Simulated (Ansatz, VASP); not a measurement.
PtSe2 (Sudovikovite): VASP beside Ansatz

```
CELL_PARAMETERS angstrom
3.72400 0.00000 0.00000
-1.86200 3.22508 0.00000
0.00000 0.00000 5.06200
ATOMIC_POSITIONS crystal
Pt 0.00000 0.00000 0.00000
Se 0.66667 0.33333 0.75000
Se 0.33333 0.66667 0.25000
```

Alike in both runs: functional PBEsol; k mesh 8 × 8 × 5; occupations fermi-dirac, width 0.05 eV; no spin polarisation; Hubbard terms Pt d U = 8.0 eV.

|  | VASP | Ansatz |
| --- | --- | --- |
| version | VASP 6.6.1 | Ansatz 0.2.0 |
| potentials or method | VASP PAW PBE potentials, release 64 (Pt, Se), cutoff 520 eV | all-electron LAPW, scalar-relativistic |
| task | single point | density of states |

|  | VASP | Ansatz | Ansatz less VASP |
| --- | --- | --- | --- |
| gap on the k mesh at the Fermi level (eV) | none | none | - |
| pressure (GPa) | -4.3 | 2.9 | +7.21 |
| largest component of the traceless stress (GPa) | 0.61 | 1.81 | +1.200 |
| rms of the force components (eV/Å) | 0.086 | 0.264 | +0.1771 |

The programs project onto different local orbitals, so the same U acts differently. Atom by atom the forces differ by 0.350 eV/Å (rms over components). A gap of «none» marks a metal or a gap that the smearing closes. Ansatz ran all-electron here, so the differences hold the error of VASP's frozen core and of both bases.

Caveats: U without spin polarisation on a metal has little footing; the PAW data sets were made with another functional, which shifts forces and pressure a little (VASP); U is the effective U less J, on atomic orbitals that reach past the spheres (Ansatz); the density of states is complete only up to the lowest level of the last band computed (Ansatz). The runs have no spin-orbit coupling, so splittings on Pt are missing.
